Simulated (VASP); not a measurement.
## P: single point with r2SCAN

The system is P, a slab with vacuum.

```xyz
2
Lattice="3.4070 0.0000 0.0000 -1.7035 2.9505 0.0000 0.0000 0.0000 28.0000" Properties=species:S:1:pos:R:3 pbc="T T T"
P     0.0000    1.9670   14.5245
P     1.7035    0.9835   13.4755
```

The cell was built by a generator and needn't be a form met in nature.

| Property | Result |
| --- | --- |
| Program | VASP 6.6.1 |
| Task | single point |
| Functional | r2SCAN |
| Potentials or basis | VASP PAW PBE potentials, release 64 (P) |
| Cutoff | 520 eV |
| k mesh | 9 × 9 × 1 |
| Occupations | gaussian, width 0.02 eV |
| Spin | no spin polarisation |
| Dipole correction | yes |
| Further INCAR settings | ALGO = Normal; EDIFF = 1e-07; NBANDS = 12 |

The largest force is 2.116 eV/Å and the band gap on the k mesh is 0.88 eV, indirect (least direct gap 1.49 eV).

Forces on the atoms (eV/Å):
```
P    0.000  0.000  2.116
P    0.000  0.000 -2.116
```

Levels at points of the mesh, in eV from the valence-band top:
| k point | band 2 | band 3 | band 4 | band 5 | band 6 | band 7 | band 8 | band 9 |
| --- | --- | --- | --- | --- | --- | --- | --- | --- |
| (0.00, 0.00, 0.00) | -6.55 | -2.20 | -2.20 | -0.11 | 1.82 | 2.70 | 2.70 | 5.69 |

Run time: 2.9 min on 1 thread of AMD EPYC 9R45 96-Core Processor (Zen 5), on a shared host, peak memory 0.38 GiB.

Caveat: the PAW data sets were made with another functional, which shifts forces and pressure a little. r2SCAN opens gaps a little over a GGA but as a rule still falls short of measured ones.
